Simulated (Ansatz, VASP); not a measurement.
# Te (zigzag Te chain): VASP beside Ansatz

Wanted: the spread between two codes on one cell, functional and k mesh. The structure shown is the start of the Ansatz relaxation below; VASP solves that cell, so the two are compared at the walk's first step.

Main program and level: Ansatz 0.2.0; plane waves, with VASP 6.6.1 beside it; single point at r2SCAN.

In doubt: warnings of the run leave room for a lower electronic state, so energies may not be the lowest and differences between runs may mislead.

### 1. Set-up

The cell holds 2 atoms: 2 Te. Cell: a = 9.000 Å, b = 7.500 Å, c = 4.630 Å, α = 90.0°, β = 90.0°, γ = 90.0°. Vacuum lies along a and b. The structure's axis is c.

### 2. Ansatz: relaxation, r2SCAN

Ansatz runs on its default PAW (the set named soft_2) files.

The two programs are compared at the cell with which this relaxation starts, whose forces are those of its first step.

Contents of input.yaml:

```yaml
crystal:
  lattice:
    - [9.0, 0.0, 0.0]
    - [0.0, 7.5, 0.0]
    - [0.0, 0.0, 4.630177177]
  atoms:
    - { symbol: Te, position: [0.431613642, 0.5, 0.0], spin: 0.3 }
    - { symbol: Te, position: [0.568386358, 0.5, 0.5], spin: 0.3 }
magnetization:
  spin_polarized: true
kpoints:
  mp_grid: { grid: [1, 1, 18] }
scf:
  occupations: { method: fermi_dirac, width: 0.05 }
hamiltonian:
  xc: r2scan
relax:
  cell: { fix: [a, b, alpha, beta, gamma] }
  max_steps: 60
```

The run is started by

```sh
ansatz run input.yaml --threads 4 --pin off --max-ram 8192MiB --backend cpu --events-out ev --progress --plain --runs-dir out
```

Numbers of over 12 decimals in the logs are rounded to 6 here.

The program printed:

```text
Engine: ansatz 0.2.0, aarch64-unknown-linux-gnu
Pseudopotentials: kind: paw
Pseudopotential: Te, paw, valence charge 16, recommended cutoff 500 eV (meta_gga), Te.paw.azcp
Functional definition: r2SCAN
  parameter k0 = 0.174
  parameter k1 = 0.065
  parameter a1 = 4.9479
  exchange = r2scan_x(k0 = k0, k1 = k1, a1 = a1)
  correlation = r2scan_c
Crystal: 2 atoms, lattice volume = 312.537 Å³
Basis set: ecut = 500 eV, 7947 PW (Γ), exchange–correlation on 288×240×144 points (64 copies of the dense FFT grid, shifted against one another)
Bands: 21, of which v1, the nominal top of the filled ones, is band 16 counted from 1 (15 counted from 0)
Symmetry: 8 space group operations
Space group: Pmma (ITA 51), of the structure as read, at distance tolerance 6.8e-5 Å
Magnetic group: BNS 51.289 (UNI 387), of the structure as read, at distance tolerance 6.8e-5 Å
k-points: 10 of 18
Non-local potential: Te, projectors of the file, l = 0: 2, l = 1: 2, l = 2: 2, l = 3: 2
PAW form: soft (Blöchl's): semilocal exchange-correlation on the pseudo side does not see the compensation charge
PAW frozen core: Te, regenerated for the run's functional (the file was generated under x = pbe(κ = 0.804, μ = 0.219515), c = pbe(β = 0.066725))
PAW one-centre angular grid: Te, 590 points (default); XC on 160 Gauss nodes
Initial density: superposition of atomic densities (neutral atoms: chi_scale 0, normalization atom)
Starting moments: Σ|m| = 0.6 μB on 2 of 2 sites
Initial wavefunctions: pseudopotential atomic-orbital guess
Functional: x = r2scan, c = r2scan; τ floored in thin density (d = 2e-4 eV/Å³)
iter 1 solved again at ethr=3.18e-4 eV; its pass at ethr=3.10e-3 eV (dr2=1.02e-1 eV) is discarded
SCF iter   1: F=—  HF=-13988.483902 eV  |F-HF|=—  |Δ(HF+E_count)|=         —  Δρ=7.33e-3 (↑7.33e-3 ↓6.86e-3)  dr2=1.02e-1  dr2_τ=1.50e-3  dr2_m=1.13e-1  M=0.122 μB ∫|m|=0.122 μB  β_m=0.30  ethr=3.18e-4  ⟨swp⟩=1.1  Hψ=3122  notcnv=0
preconditioner: auto → Resta (q_TF=auto, 1.866 Å⁻¹)  ε∞=1.7  [insulator: Δε(μ)=0.116 eV  Ē_g=8.052 eV  σ=0.050 eV  W_gap=0.52  n_scr=38 (ndim 8)  ℏωp=6.5 eV  f_vac=0.672  D(μ)=1.62/eV (n_scr^D=4)  ε∞_Penn≈1.7  vacuum switching on, ρ_ref=4.7e-3 e/Å³]
spin=Collinear: Resta preconditioning applied to the charge; magnetization (m = ρ↑ − ρ↓) channel mixes plain (no charge-response kernel on spin).
SCF iter   2: F=—  HF=-13988.515633 eV  |F-HF|=—  |Δ(HF+E_count)|=   3.17e-2  Δρ=5.19e-3 (↑5.19e-3 ↓4.89e-3)  dr2=5.40e-2  dr2_τ=1.83e-4  dr2_m=5.64e-2  M=0.113 μB ∫|m|=0.114 μB  β_m=0.30  ethr=3.18e-4  ⟨swp⟩=3.9  Hψ=596  notcnv=0  κ⁻¹=1.0e0(r=1)
preconditioner: auto → LDOS  [metal: Δε(μ)=0.106 eV  Ē_g=8.194 eV  σ=0.050 eV  W_gap=0.48  n_scr=38 (ndim 8)  ℏωp=6.6 eV  f_vac=0.674  D(μ)=1.70/eV (n_scr^D=4)]
spin=Collinear: LDOS preconditioning applied to the charge; magnetization (m = ρ↑ − ρ↓) channel mixes plain (no charge-response kernel on spin).
SCF iter   3: F=—  HF=-13988.540960 eV  |F-HF|=—  |Δ(HF+E_count)|=   2.53e-2  Δρ=3.23e-3 (↑3.07e-3 ↓3.23e-3)  dr2=6.90e-4  dr2_τ=3.17e-5  dr2_m=2.83e-2  M=0.101 μB ∫|m|=0.102 μB  β_m=0.30  ethr=1.69e-4  ⟨swp⟩=3.9  Hψ=861  notcnv=0  κ⁻¹=8.7e-4(r=2)
SCF iter   4: F=—  HF=-13988.545167 eV  |F-HF|=—  |Δ(HF+E_count)|=   4.21e-3  Δρ=2.27e-3 (↑2.20e-3 ↓2.27e-3)  dr2=1.58e-4  dr2_τ=1.25e-5  dr2_m=1.43e-2  M=0.091 μB ∫|m|=0.092 μB  β_m=0.30  ethr=2.16e-6  ⟨swp⟩=2.5  Hψ=794  notcnv=0  defer=1  κ⁻¹=5.9e-4(r=3)
SCF iter   5: F=—  HF=-13988.547390 eV  |F-HF|=—  |Δ(HF+E_count)|=   2.22e-3  Δρ=1.59e-3 (↑1.58e-3 ↓1.59e-3)  dr2=4.17e-5  dr2_τ=6.02e-6  dr2_m=7.19e-3  M=0.083 μB ∫|m|=0.083 μB  β_m=0.30  ethr=4.93e-7  ⟨swp⟩=2.0  Hψ=638  notcnv=0  defer=1  κ⁻¹=1.9e-4(r=4)
SCF iter   6: F=—  HF=-13988.548588 eV  |F-HF|=—  |Δ(HF+E_count)|=   1.20e-3  Δρ=1.13e-3 (↑1.13e-3 ↓1.12e-3)  dr2=2.00e-6  dr2_τ=2.98e-6  dr2_m=3.65e-3  M=0.076 μB ∫|m|=0.076 μB  β_m=0.30  ethr=1.30e-7  ⟨swp⟩=3.2  Hψ=952  notcnv=0  defer=1  κ⁻¹=3.6e-6(r=5)
SCF iter   7: F=—  HF=-13988.549169 eV  |F-HF|=—  |Δ(HF+E_count)|=   5.81e-4  Δρ=8.07e-4 (↑8.07e-4 ↓8.06e-4)  dr2=2.56e-7  dr2_τ=1.52e-6  dr2_m=1.86e-3  M=0.069 μB ∫|m|=0.069 μB  β_m=0.56  ethr=6.24e-9  ⟨swp⟩=3.2  Hψ=917  notcnv=0  defer=2
Mixer restart at iter 7: flushing history
spin-set hold released at iteration 7 (site moments contracting): the magnetisation degrees of freedom join the quasi-Newton model from the next iteration; the mixer history was flushed
SCF iter   8: F=—  HF=-13988.549580 eV  |F-HF|=—  |Δ(HF+E_count)|=   4.11e-4  Δρ=3.85e-4 (↑3.85e-4 ↓3.84e-4)  dr2=1.82e-7  dr2_τ=6.65e-7  dr2_m=4.23e-4  M=0.057 μB ∫|m|=0.058 μB  β_m=1.07  ethr=3.13e-10  ⟨swp⟩=7.0  Hψ=1812  notcnv=0  κ⁻¹=1.0e0(r=1)
[...]
Crystal: 2 atoms, lattice volume = 316.345 Å³
[...]
preconditioner: auto → Resta (q_TF=auto, 1.862 Å⁻¹)  ε∞=1.7  [insulator: Δε(μ)=0.206 eV  Ē_g=8.305 eV  σ=0.050 eV  W_gap=0.77  n_scr=38 (ndim 8)  ℏωp=6.7 eV  f_vac=0.678  D(μ)=0.95/eV (n_scr^D=2)  ε∞_Penn≈1.7  vacuum switching on, ρ_ref=5.0e-3 e/Å³]
spin=Collinear: Resta preconditioning applied to the charge; magnetization (m = ρ↑ − ρ↓) channel mixes plain (no charge-response kernel on spin).
[...]
iter 1 solved again at ethr=9.73e-7 eV; its pass at ethr=3.10e-3 eV (dr2=3.11e-4 eV) is discarded
SCF iter   1: F=—  HF=-13988.768132 eV  |F-HF|=—  |Δ(HF+E_count)|=         —  Δρ=2.99e-6 (↑2.99e-6 ↓2.99e-6)  dr2=2.05e-8  dr2_τ=1.36e-8  dr2_m=1.87e-11  M=0.000 μB ∫|m|=0.000 μB  β_m=0.30  ethr=9.73e-7  ⟨swp⟩=3.0  Hψ=3422  notcnv=0
eigensolver tolerance schedule: the retry pair's looser diagonalisation over-reported the residual by 15156.91 of it (diagonalisation noise at an unbounded share of the residual, at the tolerance the schedule requests for it); recorded, not acted on — ethr = c·dr2/N_el stays at c = 1.0e-1
preconditioner: auto → Resta (q_TF=auto, 1.862 Å⁻¹)  ε∞=1.6  [insulator: Δε(μ)=0.206 eV  Ē_g=8.334 eV  σ=0.050 eV  W_gap=0.77  n_scr=38 (ndim 8)  ℏωp=6.7 eV  f_vac=0.678  D(μ)=0.95/eV (n_scr^D=2)  ε∞_Penn≈1.6  vacuum switching on, ρ_ref=5.0e-3 e/Å³]
spin=Collinear: Resta preconditioning applied to the charge; magnetization (m = ρ↑ − ρ↓) channel mixes plain (no charge-response kernel on spin).
SCF iter   2: F=—  HF=-13988.768291 eV  |F-HF|=—  |Δ(HF+E_count)|=   1.59e-4  Δρ=2.00e-6 (↑2.00e-6 ↓2.00e-6)  dr2=6.45e-9  dr2_τ=3.34e-9  dr2_m=1.04e-11  M=0.000 μB ∫|m|=0.000 μB  β_m=0.30  ethr=6.42e-11  ⟨swp⟩=4.7  Hψ=1092  notcnv=0  κ⁻¹=1.0e0(r=1)
SCF iter   3: F=—  HF=-13988.768340 eV  |F-HF|=—  |Δ(HF+E_count)|=   4.83e-5  Δρ=1.37e-6 (↑1.37e-6 ↓1.37e-6)  dr2=1.90e-9  dr2_τ=1.43e-9  dr2_m=5.61e-12  M=0.000 μB ∫|m|=0.000 μB  β_m=0.37  ethr=2.01e-11  ⟨swp⟩=3.4  Hψ=962  notcnv=0  κ⁻¹=1.2e-1(r=2)
SCF iter   4: F=—  HF=-13988.768370 eV  |F-HF|=—  |Δ(HF+E_count)|=   3.06e-5  Δρ=7.83e-7 (↑7.82e-7 ↓7.83e-7)  dr2=1.00e-9  dr2_τ=4.25e-10  dr2_m=2.01e-12  M=0.000 μB ∫|m|=0.000 μB  β_m=0.82  ethr=5.95e-12  ⟨swp⟩=4.0  Hψ=986  notcnv=0  κ⁻¹=4.5e-3(r=3)
SCF iter   5: F=—  HF=-13988.768386 eV  |F-HF|=—  |Δ(HF+E_count)|=   1.60e-5  Δρ=1.64e-7 (↑1.63e-7 ↓1.64e-7)  dr2=1.84e-10  dr2_τ=1.33e-11  dr2_m=3.20e-14  M=0.000 μB ∫|m|=0.000 μB  β_m=0.67  ethr=3.13e-12  ⟨swp⟩=5.3  Hψ=1054  notcnv=0  κ⁻¹=5.4e-4(r=4)
SCF iter   6: F=—  HF=-13988.768386 eV  |F-HF|=—  |Δ(HF+E_count)|=   3.90e-8  Δρ=5.29e-8 (↑5.29e-8 ↓5.29e-8)  dr2=2.96e-11  dr2_τ=9.86e-13  dr2_m=6.72e-15  M=0.000 μB ∫|m|=0.000 μB  β_m=0.85  ethr=1.00e-12  ⟨swp⟩=3.6  Hψ=857  notcnv=0  κ⁻¹=3.4e-4(r=5)
SCF iter   7: F=-13988.768386 eV  HF=-13988.768386 eV  |F-HF|=4.69e-10  |Δ(HF+E_count)|=   2.21e-8  Δρ=1.74e-8 (↑1.69e-8 ↓1.74e-8)  dr2=4.38e-12  dr2_τ=1.94e-14  dr2_m=1.37e-15  M=0.000 μB ∫|m|=0.000 μB  ethr=1.00e-12  ⟨swp⟩=7.8  Hψ=1950  notcnv=0
the starting moments were not kept: the SCF closed with an absolute magnetisation of 9.1e-8 μB, where they sum to 0.6 μB in size (2 sites). That is at most 0.1 of that sum. Measured as dr2_m measures the in/out step, that magnetisation stands 6.2e-16 eV from none, at or under the dr2_threshold of 2.0e-11 eV: it is no larger than a step whose dr2_m would equal this threshold.
SCF 8 converged in 7 iterations: F = -13988.768386 eV  dr2 = 4.38e-12
relax step   8: F+E_penalty+E_count = -13988.76838614 eV  Δ(F+E_penalty+E_count) = -9.716e-5 eV  max|allowed force component| = 1.471e-3 eV/Å  Δτ_max = 0.0000 Å  P = +0.050 GPa  Ω = 316.345 Å³  fix = [a, b, alpha, beta, gamma]  reactions: a +0.001, b +0.143 GPa  stress off target by 4.25e-3 GPa on what of the cell is left free  SCF on the basis re-selected at this cell (its energy is not comparable with the rows above)  (7 SCF iters)
basis re-selected at this cell: Δ(F+E_penalty+E_count) = -9.716e-5 eV, ΔP = -0.000 GPa vs the last step (what re-selecting the basis moved, of the pressure what is left beyond the Pulay correction that the steps carried, after the strain that the cell walked since its last selection, with what the two solves' SCF thresholds leave and, on support functions, any second-order correction that the steps lacked; it is no m [...]
SCF converged after 7 iterations
Stability not checked: this state was not tested for a lower state beside it, because the mixer in use, unlike msr1, does not test its closes by its own steps (another_mixer; see scf.mixing.algorithm and scf.lower_state_search)
Magnetization: 0.0000 μB (16.0000 up, 16.0000 down)
Absolute magnetization: 0.0000 μB (∫|ρ↑−ρ↓|, with the PAW one-centre terms)
Spin contamination: 0.0000 ħ² per cell (⟨S²⟩ above its minimum at these occupations)
Per-site moments (μB) at R_I (Å): [(1.2788628103762223e-8, 1.134345), (1.2788628124168699e-8, 1.134345)]
Free energy (F): -13988.768386 eV
Harris-Foulkes:  -13988.768386 eV  (|F-HF|=4.69e-10)
Internal energy: -13988.759516 eV  (E = F + TS)
E sigma→0 (E₀):  -13988.763951 eV
Entropy (-TS):   -0.008870 eV (-4.435 meV/atom)
Fermi energy:    -2.058051 eV
--- Per-component energies (eV) ---
  E_band       = -887.409603
  E_kinetic    = 358.362748
  E_local      = -6730.202511  (includes V_loc(G=0)·N_el)
  E_nonlocal   = -620.762525
  E_hartree    = 3547.237703
  E_xc         = -227.951075
  E_vxc        = -221.330183  (∫ρ·V_xc dr)
  E_paw        = -9372.814123  (= ΣΔE_a)
  E_vpaw       = -782.733846  (= ΣTr[D̂ρ^β])
  E_aug_tail   = -0.000078  (compensation charges beyond the density's cutoff)
  E_vtau       = 14.781498  (kinetic-family band-sum trace: ∫τ·v_τ [+ j·A + Jᵃ·Aᵃ] dr)
  E_ewald      = -943.199366
  E_core_change = 0.569711  (= ΣΔE_core)
  E_smearing   = -0.008870  (= −TS)
  E_closure    = 0.000000  (closes the sum)
  Σ components = -13988.768386   (vs F -13988.768386, Δ=0.00e0)
--- Forces (eV/Å), atoms counted from 1 ---
  atom   1  Te    -0.00147144     0.00000000    -0.00000000
  atom   2  Te     0.00147144    -0.00000000     0.00000000
  max |Σ_I F_I| component: 2.52e-29 eV/Å
--- Stress (GPa, compression-positive) ---
        0.001098      -0.000000       0.000000
       -0.000000       0.143457       0.000000
        0.000000       0.000000       0.004245
  P = ⅓ Tr σ = 0.0496 GPa (0.496 kbar)
--- Relaxed structure (7 steps of the walk, 6 accepted, 1 SCFs on fresh bases) ---
  F+E_penalty+E_count = -13988.76838614 eV   max|allowed force component| = 1.471e-3 eV/Å   (the final SCF, on the basis selected at the relaxed cell)
  cell:  # Å, volume = 316.3453 Å³
    - [9.0, 0, 0]
    - [0, 7.5, 0]
    - [0, 0, 4.686597]
  atoms:
    - { symbol: Te, position: [0.420049, 0.500000, 1.2478289830157385e-18] }
    - { symbol: Te, position: [0.579951, 0.500000, 0.500000] }
```

(Continued in part 2 of 2.)

[Lines on the potential files, build, host, timing and source positions are cut from VASP's logs without a mark.]

[Logs are printed without paths, hosts, clocks, repeated set-up lines and the standing remarks that a program may print on its own settings, such as how far it seeks lower states.]

[Hosts, paths, dates, database ids (printed as entryN), source tags and the programs' standing remarks are cut or masked in the printed files.]
